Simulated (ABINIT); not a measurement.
The system is BaTiO3.

```
Ba Ti O
1.0
     3.99980    0.00000    0.00000
     0.00000    3.99980    0.00000
     0.00000    0.00000    4.01800
Ba Ti O
1 1 3
Cartesian
  0.0000 0.0000 0.0000
  1.9999 1.9999 1.9688
  0.0000 1.9999 2.0773
  1.9999 0.0000 2.0773
  1.9999 1.9999 0.0763
```

| Quantity | Value |
| --- | --- |
| Program | ABINIT 10.8.3 (patched build) |
| Task | single point |
| Functional | PBE |
| Potentials or basis | JTH PAW PBE v2.0 |
| Cutoff | 626 eV |
| k mesh | 7 × 7 × 7 |
| Occupations | fermi-dirac, width 0.05 eV |
| Spin | no spin polarisation |

On this cell: pressure 3.6 GPa; largest force 0.291 eV/Å; band gap on the k mesh 1.89 eV, indirect (least direct gap 2.07 eV).

The same run follows on a disturbed copy (atoms moved at random, drawn with an rms of 0.05 Å):

```
Ba Ti O
1.0
     3.99980    0.00000    0.00000
     0.00000    3.99980    0.00000
     0.00000    0.00000    4.01800
Ba Ti O
1 1 3
Direct
  0.99009 0.01538 0.99613
  0.49689 0.50035 0.49338
  0.99631 0.50045 0.51255
  0.51343 0.00046 0.52163
  0.50648 0.49304 0.02463
```

What changes?

The energy moves by +8.5 meV/atom; pressure 4.1 GPa; largest force 0.575 eV/Å; band gap on the k mesh 1.90 eV, indirect (least direct gap 2.08 eV).

Forces in eV/Å, atoms in the order of the input:
```
Ba   0.291 -0.426  0.253
Ti  -0.013  0.180 -0.262
O    0.449  0.075  0.064
O   -0.440 -0.054 -0.128
O   -0.287  0.225  0.073
```

Stress tensor (GPa, compression positive):
```
 3.93 -0.22  0.47
-0.22  3.50 -0.19
 0.47 -0.19  4.97
```

Caveats: this set's barium file shifts pressures by 1.5 GPa and gaps by 0.1 eV against other sets; spin-orbit coupling is left out, which moves the levels of the heavy elements; an odd mesh through Γ misses points on the zone boundary, where band edges often lie; the atomic spheres overlap.
